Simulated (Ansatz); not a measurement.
What does this script print? It uses the Ansatz DFT code, driven from Python.

`vcrelax_gaas.py`
```python
"""Relax cell and ions of GaAs."""

import json
import warnings

import ansatz as az
import numpy as np

KMESH = (6, 6, 6)
FILLING = "fixed"
XC = "pbesol"
FORCE_TOL = 0.01

def edges_and_angles(cell):
    cell = np.asarray(cell)
    a, b, c = np.linalg.norm(cell, axis=1)
    cosines = cell[1] @ cell[2] / (b * c), cell[0] @ cell[2] / (a * c), cell[0] @ cell[1] / (a * b)
    return (a, b, c, *np.degrees(np.arccos(cosines)))


def main() -> None:
    warnings.simplefilter("ignore", az.DeckWarning)

    lattice = az.Lattice.of(
        (0.0, 2.82685, 2.82685),
        (2.82685, 0.0, 2.82685),
        (2.82685, 2.82685, 0.0),
    )
    sites = [
        ("Ga", (0.0, 0.0, 0.0)),
        ("As", (0.25, 0.25, 0.25)),
    ]
    crystal = az.Crystal(lattice=lattice)
    for symbol, position in sites:
        crystal = crystal.atom(symbol, position)

    # edges free, angles fixed
    model = crystal.calculation()
    model = model.kpoints(mesh=KMESH)
    model = model.occupations(FILLING)
    model = model.functional(XC)
    model = model.relax(force_tolerance=FORCE_TOL, fix_cell=["angles"], stress_tolerance=0.1)
    result = model.run(threads=1, pin="off", events_out="gaas.ndjson")
    with open("gaas.ndjson") as stream:
        events = [json.loads(line) for line in stream]
    steps = [e["data"] for e in events if e["event"] == "relax_step"]
    r = result.report
    for s in steps:
        flag = "" if s["accepted"] else "  (rejected)"
        print("step %2d  E = %.5f eV  largest force component = %.4f eV/A%s" % (s["step"], s["lagrangian_ev"], s["allowed_force_max_ev_ang"], flag))

    first, last = steps[0], steps[-1]
    symbols = [site.symbol for site in result.lattice.sites]
    print(f"energy gained {first['lagrangian_ev'] - last['lagrangian_ev']:.4f} eV in {len(steps) - 1} steps")
    for label, vectors in (("before", first["cell_ang"]), ("after", result.lattice.cell_ang)):
        print(label, "a b c (A) {:.4f} {:.4f} {:.4f}  angles {:.2f} {:.2f} {:.2f}".format(*edges_and_angles(vectors)), f" V = {abs(np.linalg.det(vectors)):.3f} A^3")
    print("final stress xx yy zz (GPa, compression positive):", np.round(np.diag(r["stress_gpa"]), 3) + 0.0)

    print("relaxed fractional positions")
    for site in result.lattice.sites:
        print(f"  {site.symbol:2s}", " ".join(f"{v % 1:8.5f}" for v in np.round(site.position_frac, 5)))

    change = np.array(last["positions_ang"]) @ np.linalg.inv(last["cell_ang"]) - np.array(first["positions_ang"]) @ np.linalg.inv(first["cell_ang"])
    moved = np.linalg.norm(change @ np.array(last["cell_ang"]), axis=1)
    print("displacement within the cell, strain taken out (A):", " ".join(f"{s}:{d:.3f}" for s, d in zip(symbols, moved)))

    print("%-22s %14.5f eV" % ("F = E - TS", r["free_energy_ev"]))
    print("%-22s %14.5f eV" % ("E", r["internal_energy_ev"]))
    print("%-22s %14.5f eV" % ("Harris-Foulkes", r["harris_foulkes_ev"]))
    print("%-22s %14.5f eV" % ("Fermi level", r["fermi_energy_ev"]))


if __name__ == "__main__":
    main()
```

```console
$ python vcrelax_gaas.py
step  1  E = -8556.83349 eV  largest force component = 0.0000 eV/A
step  2  E = -8556.83353 eV  largest force component = 0.0000 eV/A
step  3  E = -8556.83354 eV  largest force component = 0.0000 eV/A
energy gained 0.0000 eV in 2 steps
before a b c (A) 3.9978 3.9978 3.9978  angles 60.00 60.00 60.00  V = 45.179 A^3
after a b c (A) 4.0004 4.0004 4.0004  angles 60.00 60.00 60.00  V = 45.270 A^3
final stress xx yy zz (GPa, compression positive): [0.03 0.03 0.03]
relaxed fractional positions
  Ga  0.00000  0.00000  0.00000
  As  0.25000  0.25000  0.25000
displacement within the cell, strain taken out (A): Ga:0.000 As:0.000
F = E - TS                -8556.83354 eV
E                         -8556.83354 eV
Harris-Foulkes            -8556.83354 eV
Fermi level                   8.03216 eV
```

Notes:
- Absolute energies stand on the zero of these potentials, so only differences at equal settings mean something. A total without «per atom» is that of the cell as typed.
- Forces vanish by symmetry, so the ions can't move, and the end may be a saddle.
- With fixed filling the reported Fermi level is the top filled level among the k-points of the SCF.
- Only differences from the Fermi energy are physical; the zero of the scale is a convention.
- Energies along a relaxation are free energies. Rows at an unchanged volume are solved on a plane-wave basis chosen afresh for that cell, so the energy jumps there and such rows are no steps of the walk.
- Edges and angles are those of the cell as typed, here a primitive one, not of the conventional cell.
- The starting cell is as deposited in a crystallographic database; the results hold for this polymorph, which needn't be the stable one.
- The script silences the warnings on its input, which a real study should read.
- Run time: 4.9 s on 1 thread of Intel(R) Xeon(R) Processor @ 2.30GHz, with other jobs on the host, peak memory 0.53 GiB.
